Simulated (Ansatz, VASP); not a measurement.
**Two plane-wave programs on WC (de600)**

```
W C
1.0
     2.88207    0.00000    0.00000
    -1.44104    2.49595    0.00000
     0.00000    0.00000    2.82387
W C
1 1
Direct
  0.00000 0.00000 0.00000
  0.66667 0.33333 0.50000
```

Alike in both runs: task single point; functional LDA; k mesh 9 × 9 × 6; occupations gaussian, width 0.1 eV; no spin polarisation.

|  | VASP | Ansatz |
| --- | --- | --- |
| version | VASP 6.6.1 | Ansatz 0.2.0 |
| potentials or method | VASP PAW LDA potentials, release 64 (W_sv, C) | scalar-relativistic, plane waves, PAW |
| plane-wave cutoff (eV) | 520 | 600 |
| valence electrons in the cell | 18 | 18 |

Ansatz gave:

| Quantity | Value |
| --- | --- |
| gap on the k mesh at the Fermi level (eV) | none |
| pressure (GPa) | -1.2 |
| largest component of the traceless stress (GPa) | 3.80 |

Task: Estimate VASP's values.

Result: gap on the k mesh at the Fermi level (eV): none; pressure (GPa): 1.4; largest component of the traceless stress (GPa): 3.56.

A gap of «none» marks a metal or a gap that the smearing closes. Ansatz warned: «pseudo_functional_mismatch».

Caveats: the k mesh is coarse (spacing up to 0.37 Å⁻¹), so the values aren't converged. The runs have no spin-orbit coupling, so splittings on W are missing.
